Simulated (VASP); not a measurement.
The system is ZnS (Wurtzite-2H).

```
Zn S
1.0
     3.81100    0.00000    0.00000
    -1.90550    3.30042    0.00000
     0.00000    0.00000    6.23400
Zn S
2 2
Direct
  0.33333 0.66667 0.00000
  0.66667 0.33333 0.50000
  0.33333 0.66667 0.38500
  0.66667 0.33333 0.88500
```

| Item | Value |
| --- | --- |
| Program | VASP 6.6.1 |
| Task | relaxation of cell and atoms |
| Functional | PBEsol |
| Potentials or basis | VASP PAW PBE potentials, release 64 (Zn, S) |
| Cutoff | 600 eV |
| k mesh | 9 × 9 × 5 |
| Occupations | gaussian, width 0.03 eV |
| Spin | no spin polarisation |

At the start: pressure -1.1 GPa; volume 19.60 Å³/atom.

Question: How do energy, volume and symmetry change on relaxing?

Answer: Over 8 steps the energy falls by 6.5 meV/atom and the volume is 19.28 Å³/atom (-1.7 %); space group P6_3mc (No. 186, to 0.05 Å).

Step by step:
```csv
step,energy change (eV),largest force (eV/Å),pressure (GPa),volume (Å³)
1,0.0000,0.3085,-1.10,78.41
2,-0.0199,0.1198,0.24,76.89
3,-0.0200,0.0998,0.34,76.76
4,-0.0232,0.0458,0.04,77.05
5,-0.0244,0.0013,-0.20,77.29
6,-0.0245,0.0168,-0.32,77.39
7,-0.0258,0.0015,0.08,77.06
8,-0.0259,0.0006,-0.06,77.10
```

Final structure:
```cif
data_structure
_symmetry_space_group_name_H-M 'P 1'
_symmetry_Int_Tables_number 1
_cell_length_a 3.7856
_cell_length_b 3.7856
_cell_length_c 6.2125
_cell_angle_alpha 90.000
_cell_angle_beta 90.000
_cell_angle_gamma 120.000
_cell_volume 77.10
loop_
_atom_site_label
_atom_site_type_symbol
_atom_site_fract_x
_atom_site_fract_y
_atom_site_fract_z
_atom_site_occupancy
Zn1 Zn 0.33333 0.66667 0.00541 1
Zn2 Zn 0.66667 0.33333 0.50541 1
S1 S 0.33333 0.66667 0.37959 1
S2 S 0.66667 0.33333 0.87959 1
```

Caveat: the PAW data sets were made with another functional, which shifts forces and pressure a little.
